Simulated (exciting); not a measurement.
# TePb (Fm-3m) in exciting: further runs

Aim: see how the results for TePb move with the level of theory and the settings. Levels: LDA, PBEsol, WC, PBEsol+TS. Tasks: band structure, real-space fields, electric field gradients.

Program: exciting (release sodium). These are calculated values, not measurements. Logs are shortened: lines on timing, memory, paths and dates and some standing lists are left out, and cuts for length are marked.

**What was measured.**

A printed reference work, monograph reports, for a bulk crystal of TePb at 4.2 K: band gap 0.19 eV (direct).

How close the calculation comes is told below.

## Step 1: The structure

Symmetry: Fm-3m, No. 225, cubic system. Conventional cell: a = 6.462 Å, b = 6.462 Å, c = 6.462 Å, α = 90.00°, β = 90.00°, γ = 90.00°. Around Pb (site symmetry m-3m) lie 6 Te at 3.23 Å. Te (site symmetry m-3m) has 6 Pb at 3.23 Å as nearest neighbours.

## Step 2: Band structure, LDA

input.xml reads:

```xml
<input>
  <title>TePb</title>
  <structure speciespath="./" tshift="false">
    <crystal scale="1">
      <basevect>0.000000000000 6.105705108666 6.105705108666</basevect>
      <basevect>6.105705108666 0.000000000000 6.105705108666</basevect>
      <basevect>6.105705108666 6.105705108666 0.000000000000</basevect>
    </crystal>
    <species speciesfile="Pb.xml" rmt="2.3">
      <atom coord="0.000000000000 0.000000000000 0.000000000000"/>
    </species>
    <species speciesfile="Te.xml" rmt="2.3">
      <atom coord="0.500000000000 0.500000000000 0.500000000000"/>
    </species>
  </structure>
  <groundstate do="fromscratch" ngridk="7 7 7" rgkmax="9" gmaxvr="14" lmaxapw="10" lmaxmat="10" lmaxvr="8" xctype="LDA_PW" stype="Fermi Dirac" swidth="0.00183747" nempty="10" ValenceRelativity="iora*" epsengy="1e-05" epspot="1e-05" maxscl="60" outputlevel="high"/>
  <properties>
    <bandstructure>
      <plot1d>
        <path steps="80">
          <point coord="0 0 0" label="G"/>
          <point coord="0.5 0 0.5" label="X"/>
          <point coord="0.5 0.25 0.75" label="W"/>
          <point coord="0.375 0.375 0.75" label="K"/>
          <point coord="0 0 0" label="G"/>
          <point coord="0.5 0.5 0.5" label="L"/>
          <point coord="0.625 0.25 0.625" label="U"/>
          <point coord="0.5 0.25 0.75" label="W"/>
          <point coord="0.5 0.5 0.5" label="L"/>
          <point coord="0.375 0.375 0.75" label="K" breakafter="true"/>
          <point coord="0.625 0.25 0.625" label="U"/>
          <point coord="0.5 0 0.5" label="X"/>
        </path>
      </plot1d>
    </bandstructure>
    <chargedensityplot>
      <plot3d>
        <box grid="23 23 23">
          <origin coord="0 0 0"/>
          <point coord="1 0 0"/>
          <point coord="0 1 0"/>
          <point coord="0 0 1"/>
        </box>
      </plot3d>
    </chargedensityplot>
    <elfplot>
      <plot3d>
        <box grid="23 23 23">
          <origin coord="0 0 0"/>
          <point coord="1 0 0"/>
          <point coord="0 1 0"/>
          <point coord="0 0 1"/>
        </box>
      </plot3d>
    </elfplot>
    <exccplot>
      <plot3d>
        <box grid="23 23 23">
          <origin coord="0 0 0"/>
          <point coord="1 0 0"/>
          <point coord="0 1 0"/>
          <point coord="0 0 1"/>
        </box>
      </plot3d>
    </exccplot>
  </properties>
</input>
```

Potentials or basis: all-electron LAPW+lo, shipped species files, valence relativity iora*.

Command:

```bash
$ OMP_NUM_THREADS=1 exciting_smp
```

INFO.OUT:

```text
================================================================================
EXCITING SODIUM started
[... 10 lines left out ...]

 Lattice vectors (cartesian) :
      0.0000000000      6.1057051087      6.1057051087
      6.1057051087      0.0000000000      6.1057051087
      6.1057051087      6.1057051087      0.0000000000

 Reciprocal lattice vectors (cartesian) :
     -0.5145339642      0.5145339642      0.5145339642
      0.5145339642     -0.5145339642      0.5145339642
      0.5145339642      0.5145339642     -0.5145339642

 Unit cell volume                           :     455.2369141986
 Brillouin zone volume                      :       0.5448815896

 Species :    1 (Pb)
     parameters loaded from                 :    Pb.xml
     name                                   :    lead
     nuclear charge                         :     -82.00000000
     electronic charge                      :      82.00000000
     atomic mass                            :  377702.49410000
     muffin-tin radius                      :       2.30000000
     # of radial points in muffin-tin       :     450

     atomic positions (lattice) :
       1 :   0.00000000  0.00000000  0.00000000

 Species :    2 (Te)
     parameters loaded from                 :    Te.xml
     name                                   :    tellurium
     nuclear charge                         :     -52.00000000
     electronic charge                      :      52.00000000
     atomic mass                            :  232600.57070000
     muffin-tin radius                      :       2.30000000
     # of radial points in muffin-tin       :     400

     atomic positions (lattice) :
       1 :   0.50000000  0.50000000  0.50000000

 Total number of atoms per unit cell        :       2

 Spin treatment                             :    spin-unpolarised

 Number of Bravais lattice symmetries       :      48
 Number of crystal symmetries               :      48

 k-point grid                               :       7    7    7
 Total number of k-points                   :      20
 k-point set is reduced with crystal symmetries

 R^MT_min * |G+k|_max (rgkmax)              :       9.00000000
 Species with R^MT_min                      :       1 (Pb)
 Maximum |G+k| for APW functions            :       3.91304348
 Maximum |G| for potential and density      :      14.00000000
 Polynomial order for pseudochg. density    :       9

 G-vector grid sizes                        :      40    40    40
 Total number of G-vectors                  :   21187

 Maximum angular momentum used for
     APW functions                          :      10
     computing H and O matrix elements      :      10
     potential and density                  :       8
     inner part of muffin-tin               :       2

 Total nuclear charge                       :    -134.00000000
 Total electronic charge                    :     134.00000000
 Total core charge                          :     104.00000000
 Total valence charge                       :      30.00000000

 Effective Wigner radius, r_s               :       0.93256982

 Number of empty states                     :      10
 Total number of valence states             :      26

 Maximum Hamiltonian size                   :     499
 Maximum number of plane-waves              :     471
 Total number of local-orbitals             :      28

 Exchange-correlation type                  :       3
     Perdew-Wang, Phys. Rev. B 45, 13244 (1992)

 Smearing scheme                            :    Fermi-Dirac
[... 9 lines left out ...]
* Groundstate module started                                                   *
********************************************************************************
 Output level for this task is set to high

++++++++++++++++++++++++++++++++++++++++++++++++++++++++++++++++++++++++++++++++
[... 5 lines left out ...]
+ SCF iteration number :    1                                                  +
++++++++++++++++++++++++++++++++++++++++++++++++++++++++++++++++++++++++++++++++
 Total energy                               :    -27702.53775415
 _______________________________________________________________
 Fermi energy                               :         0.21043214
 Kinetic energy                             :     31533.89527567
 Coulomb energy                             :    -58687.01771212
 Exchange energy                            :      -535.79613508
 Correlation energy                         :       -13.61918263
 Sum of eigenvalues                         :    -17060.89353581
 Effective potential energy                 :    -48594.78881148
 Coulomb potential energy                   :    -47865.56175272
 xc potential energy                        :      -729.22705876
 Hartree energy                             :      8918.03878154
 Electron-nuclear energy                    :    -65701.63931581
 Nuclear-nuclear energy                     :     -1903.41717786
 Madelung energy                            :    -34754.23683576
 Core-electron kinetic energy               :         0.00000000

 DOS at Fermi energy (states/Ha/cell)       :         0.00119645

 Electron charges :
     core                                   :       104.00000000
     core leakage                           :         0.01472972
     valence                                :        30.00000000
     interstitial                           :         5.87820209
     charge in muffin-tin spheres :
                  atom     1    Pb          :        78.94679733
                  atom     2    Te          :        49.17500058
     total charge in muffin-tins            :       128.12179791
     total charge                           :       134.00000000

++++++++++++++++++++++++++++++++++++++++++++++++++++++++++++++++++++++++++++++++
+ SCF iteration number :    2                                                  +
++++++++++++++++++++++++++++++++++++++++++++++++++++++++++++++++++++++++++++++++
 Total energy                               :    -27705.59995823
 _______________________________________________________________
 Fermi energy                               :         0.20916395
 Kinetic energy                             :     31531.72448957
 Coulomb energy                             :    -58687.88815904
 Exchange energy                            :      -535.81719917
 Correlation energy                         :       -13.61908959
 Sum of eigenvalues                         :    -17062.37874134
 Effective potential energy                 :    -48594.10323092
 Coulomb potential energy                   :    -47864.84819986
 xc potential energy                        :      -729.25503105
 Hartree energy                             :      8919.62278132
 Electron-nuclear energy                    :    -65704.09376251
 Nuclear-nuclear energy                     :     -1903.41717786
 Madelung energy                            :    -34755.46405911
 Core-electron kinetic energy               :         0.00000000
[... 425 lines left out ...]
++++++++++++++++++++++++++++++++++++++++++++++++++++++++++++++++++++++++++++++++
+ SCF iteration number :   14                                                  +
++++++++++++++++++++++++++++++++++++++++++++++++++++++++++++++++++++++++++++++++
 Total energy                               :    -27708.72886525
 _______________________________________________________________
 Fermi energy                               :         0.20271826
 Kinetic energy                             :     31529.19300579
 Coulomb energy                             :    -58688.46484801
 Exchange energy                            :      -535.83764278
 Correlation energy                         :       -13.61938025
 Sum of eigenvalues                         :    -17064.40802336
 Effective potential energy                 :    -48593.60102915
 Coulomb potential energy                   :    -47864.31844315
 xc potential energy                        :      -729.28258601
 Hartree energy                             :      8920.72922701
 Electron-nuclear energy                    :    -65705.77689716
 Nuclear-nuclear energy                     :     -1903.41717786
 Madelung energy                            :    -34756.30562644
 Core-electron kinetic energy               :         0.00000000

 DOS at Fermi energy (states/Ha/cell)       :         0.00483173

 Electron charges :
     core                                   :       104.00000000
     core leakage                           :         0.01455049
     valence                                :        30.00000000
     interstitial                           :         5.91695796
     charge in muffin-tin spheres :
                  atom     1    Pb          :        79.04279212
                  atom     2    Te          :        49.04024992
     total charge in muffin-tins            :       128.08304204
     total charge                           :       134.00000000

 RMS change in effective potential (target) :  0.120369E-08  ( 0.100000E-04)
 Absolute change in total energy   (target) :  0.446322E-06  ( 0.100000E-04)
 Charge distance                   (target) :  0.205298E-09  ( 0.100000E-04)

++++++++++++++++++++++++++++++++++++++++++++++++++++++++++++++++++++++++++++++++
| Convergency criteria checked for the last 2 iterations                       +
| Convergence targets achieved. Performing final SCF iteration                 +
++++++++++++++++++++++++++++++++++++++++++++++++++++++++++++++++++++++++++++++++
 Total energy                               :    -27708.72886590
 _______________________________________________________________
 Fermi energy                               :         0.20271826
 Kinetic energy                             :     31529.19300539
 Coulomb energy                             :    -58688.46484825
 Exchange energy                            :      -535.83764280
 Correlation energy                         :       -13.61938025
 Sum of eigenvalues                         :    -17064.40802348
 Effective potential energy                 :    -48593.60102888
 Coulomb potential energy                   :    -47864.31844286
 xc potential energy                        :      -729.28258602
 Hartree energy                             :      8920.72922753
 Electron-nuclear energy                    :    -65705.77689793
 Nuclear-nuclear energy                     :     -1903.41717786
 Madelung energy                            :    -34756.30562682
 Core-electron kinetic energy               :         0.00000000

 DOS at Fermi energy (states/Ha/cell)       :         0.00483173

 Electron charges :
     core                                   :       104.00000000
     core leakage                           :         0.01455049
     valence                                :        30.00000000
     interstitial                           :         5.91695796
     charge in muffin-tin spheres :
                  atom     1    Pb          :        79.04279212
                  atom     2    Te          :        49.04024992
     total charge in muffin-tins            :       128.08304204
     total charge                           :       134.00000000

++++++++++++++++++++++++++++++++++++++++++++++++++++++++++++++++++++++++++++++++
[... 9 lines left out ...]
| EXCITING SODIUM stopped                                                      =
================================================================================
```

Run time: 4.4 min. Hardware: 1 thread of Arm Neoverse N1, shared host; peak memory 0.16 GiB.

What came out:

| Quantity | Value |
| --- | --- |
| Free energy | -753992.9236 eV |
| Band gap along the path | 0.65 eV, direct |
| All electrons inside the program's atomic spheres | Pb 79.04; Te 49.04 (radii Pb 2.3, Te 2.3 bohr) |

Levels at the corners of the path, in eV from the Fermi level:
| point | band 12 | band 13 | band 14 | band 15 | band 16 | band 17 | band 18 | band 19 |
| --- | --- | --- | --- | --- | --- | --- | --- | --- |
| Γ | -6.10 | -1.68 | -1.68 | -1.68 | 3.64 | 3.64 | 3.64 | 5.50 |
| X | -7.76 | -4.85 | -3.15 | -3.15 | 2.94 | 5.03 | 5.03 | 6.25 |
| W | -8.44 | -4.14 | -4.14 | -0.69 | 1.24 | 4.84 | 4.84 | 6.44 |
| K | -8.42 | -4.47 | -2.64 | -2.45 | 3.17 | 3.38 | 4.76 | 5.52 |
| Γ | -6.10 | -1.68 | -1.68 | -1.68 | 3.64 | 3.64 | 3.64 | 5.50 |
| L | -9.03 | -1.21 | -1.21 | -0.37 | 0.28 | 0.87 | 0.87 | 7.96 |
| U | -8.42 | -4.47 | -2.64 | -2.45 | 3.17 | 3.38 | 4.76 | 5.52 |
| W | -8.44 | -4.14 | -4.14 | -0.69 | 1.24 | 4.84 | 4.84 | 6.44 |
| L | -9.03 | -1.21 | -1.21 | -0.37 | 0.28 | 0.87 | 0.87 | 7.96 |
| K | -8.42 | -4.47 | -2.64 | -2.45 | 3.17 | 3.38 | 4.76 | 5.52 |
| U | -8.42 | -4.47 | -2.64 | -2.45 | 3.17 | 3.38 | 4.76 | 5.52 |
| X | -7.76 | -4.85 | -3.15 | -3.15 | 2.94 | 5.03 | 5.03 | 6.25 |

Caveat: this odd mesh misses L, where the gap lies, so gap, dielectric constants and Born charges aren't listed; spin-orbit coupling is left out, which moves the levels of the heavy elements.

## Step 3: Band structure, LDA, spin-orbit coupling, no magnetisation

input.xml reads:

```xml
<input>
  <title>TePb</title>
  <structure speciespath="./" tshift="false">
    <crystal scale="1">
      <basevect>0.000000000000 6.105705108666 6.105705108666</basevect>
      <basevect>6.105705108666 0.000000000000 6.105705108666</basevect>
      <basevect>6.105705108666 6.105705108666 0.000000000000</basevect>
    </crystal>
    <species speciesfile="Pb.xml" rmt="2.3">
      <atom coord="0.000000000000 0.000000000000 0.000000000000"/>
    </species>
    <species speciesfile="Te.xml" rmt="2.3">
      <atom coord="0.500000000000 0.500000000000 0.500000000000"/>
    </species>
  </structure>
  <groundstate do="fromscratch" ngridk="5 5 5" rgkmax="9" gmaxvr="14" lmaxapw="10" lmaxmat="10" lmaxvr="8" xctype="LDA_PW" stype="Fermi Dirac" swidth="0.00183747" nempty="20" ValenceRelativity="iora*" epsengy="1e-05" epspot="1e-05" maxscl="60" outputlevel="normal">
    <spin spinorb="true"/>
  </groundstate>
  <properties>
    <bandstructure>
      <plot1d>
        <path steps="80">
          <point coord="0 0 0" label="G"/>
          <point coord="0.5 0 0.5" label="X"/>
          <point coord="0.5 0.25 0.75" label="W"/>
          <point coord="0.375 0.375 0.75" label="K"/>
          <point coord="0 0 0" label="G"/>
          <point coord="0.5 0.5 0.5" label="L"/>
          <point coord="0.625 0.25 0.625" label="U"/>
          <point coord="0.5 0.25 0.75" label="W"/>
          <point coord="0.5 0.5 0.5" label="L"/>
          <point coord="0.375 0.375 0.75" label="K" breakafter="true"/>
          <point coord="0.625 0.25 0.625" label="U"/>
          <point coord="0.5 0 0.5" label="X"/>
        </path>
      </plot1d>
    </bandstructure>
  </properties>
</input>
```

Potentials or basis: all-electron LAPW+lo, shipped species files, valence relativity iora*.

Command:

```bash
$ OMP_NUM_THREADS=1 exciting_smp
```

Wall time 4.1 min (1 thread of Arm Neoverse N1, shared host); peak memory 0.22 GiB.

Results (log left out):

```yaml
Band_gap_along_the_path: 0.03 eV, direct
All_electrons_inside_the_program's_atomic_spheres: Pb 79.05; Te 49.04 (radii Pb 2.3, Te 2.3 bohr)
```

Levels at the corners of the path, in eV from the Fermi level:
```tsv
point	band 27	band 28	band 29	band 30	band 31	band 32	band 33	band 34
Γ	-1.17	-1.17	-1.17	-1.17	2.56	2.56	4.46	4.46
X	-3.33	-3.33	-2.66	-2.66	3.14	3.14	4.46	4.46
W	-3.98	-3.98	-0.53	-0.53	1.35	1.35	4.98	4.98
K	-2.71	-2.71	-2.07	-2.07	2.95	2.95	3.87	3.87
Γ	-1.17	-1.17	-1.17	-1.17	2.56	2.56	4.46	4.46
L	-0.79	-0.79	-0.11	-0.11	-0.08	-0.08	1.05	1.05
U	-2.71	-2.71	-2.07	-2.07	2.95	2.95	3.87	3.87
W	-3.98	-3.98	-0.53	-0.53	1.35	1.35	4.98	4.98
L	-0.79	-0.79	-0.11	-0.11	-0.08	-0.08	1.05	1.05
K	-2.71	-2.71	-2.07	-2.07	2.95	2.95	3.87	3.87
U	-2.71	-2.71	-2.07	-2.07	2.95	2.95	3.87	3.87
X	-3.33	-3.33	-2.66	-2.66	3.14	3.14	4.46	4.46
```

Caveat: this odd mesh misses L, where the gap lies, so gap, dielectric constants and Born charges aren't listed; total energies with spin-orbit coupling aren't reliable in this program, so none is listed and the log's shouldn't be used.

(Continued in part 2 of 2.)
